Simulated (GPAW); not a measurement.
The system is MgB2.

```
Mg B
1.0
     3.08500    0.00000    0.00000
    -1.54250    2.67169    0.00000
     0.00000    0.00000    3.52300
Mg B
1 2
Direct
  0.00000 0.00000 0.00000
  0.66667 0.33333 0.50000
  0.33333 0.66667 0.50000
```

```yaml
Program: GPAW 26.7.0
Task: relaxation of cell and atoms
Functional: revPBE
Dispersion: D3(BJ)
Potentials_or_basis: the program's PAW data sets (release 1.2.1) made for this functional
Cutoff: 800 eV
Basis: pw
k_mesh: 10 × 10 × 8
Occupations: fermi-dirac, width 0.05 eV
Spin: no spin polarisation
```

At the start: pressure -7.9 GPa; volume 9.68 Å³/atom.

Q: How do energy, volume and symmetry change on relaxing?

A: Over 24 steps the energy falls by 13.2 meV/atom and the volume is 9.16 Å³/atom (-5.4 %); space group P6/mmm (No. 191, to 0.05 Å).

The path:
```tsv
step	energy change (eV)	largest force (eV/Å)	pressure (GPa)	volume (Å³)
1	0.0000	0.0000	-7.87	29.04
2	-0.0063	0.0000	-7.23	28.90
3	-0.0167	0.0000	-5.97	28.64
4	-0.0276	0.0000	-4.16	28.28
5	-0.0353	0.0000	-1.90	27.85
6	-0.0371	0.0000	0.60	27.41
7	-0.0372	0.0000	0.58	27.42
8	-0.0373	0.0000	0.54	27.42
9	-0.0375	0.0000	0.48	27.43
10	-0.0377	0.0000	0.41	27.44
11	-0.0380	0.0000	0.32	27.45
12	-0.0382	0.0000	0.22	27.46
13	-0.0385	0.0000	0.11	27.47
14	-0.0388	0.0000	-0.01	27.48
15	-0.0391	0.0000	-0.14	27.49
16	-0.0394	0.0000	-0.27	27.50
17	-0.0396	0.0000	-0.37	27.51
18	-0.0397	0.0000	-0.41	27.50
19	-0.0397	0.0000	-0.40	27.50
20	-0.0397	0.0000	-0.39	27.50
21	-0.0397	0.0000	-0.37	27.49
22	-0.0397	0.0000	-0.34	27.49
23	-0.0397	0.0000	-0.31	27.48
24	-0.0397	0.0000	-0.28	27.48
```

Final structure:
```xyz
3
Lattice="3.0438 0.0000 0.0000 -1.5219 2.6360 0.0000 0.0000 0.0000 3.4246" Properties=species:S:1:pos:R:3 pbc="T T T"
Mg    0.0000    0.0000    0.0000
B     1.5219    0.8787    1.7123
B     0.0000    1.7574    1.7123
```

Caveat: later steps reuse the first step's grids; pairwise dispersion overbinds metals, which lowers pressure and volume.
